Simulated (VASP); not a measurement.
Se, 6 atoms in the cell. It takes space group R-3 (No. 148, trigonal). Conventional cell: a = 11.362 Å, b = 11.362 Å, c = 4.429 Å, α = 90.00°, β = 90.00°, γ = 120.00°. Se (site symmetry 1) has 2 Se at 2.36 Å as nearest neighbours. This isn't the form of Se at room conditions, which is trigonal, of chains.

| Quantity | Value |
| --- | --- |
| Program | VASP 6.6.1 |
| Task | relaxation of cell and atoms |
| Functional | PBE |
| Potentials or basis | VASP PAW PBE potentials, release 64 (Se) |
| Cutoff | 520 eV |
| k mesh | 8 × 8 × 8 |
| Occupations | gaussian, width 0.1 eV |
| Spin | no spin polarisation |
| Further INCAR settings | ALGO = Normal; EDIFF = 1e-06; IBRION = 2; EDIFFG = -0.01; NSW = 90; ISIF = 3 |

Potentials or basis: VASP PAW PBE potentials, release 64 (Se).

Run with:

```console
$ cat potpaw_PBE.64/Se/POTCAR > POTCAR
$ mpirun -np 1 vasp_std > vasp.out
```

Hardware: 1 thread of Intel(R) Xeon(R) 6975P-C (Granite Rapids), on a shared host.

Estimate the wall time of this run.

It took 49 min on 1 thread of Intel(R) Xeon(R) 6975P-C (Granite Rapids), with other jobs on the host, peak memory 0.54 GiB. Counts: scf iterations 188, k points 90, ion steps 25.
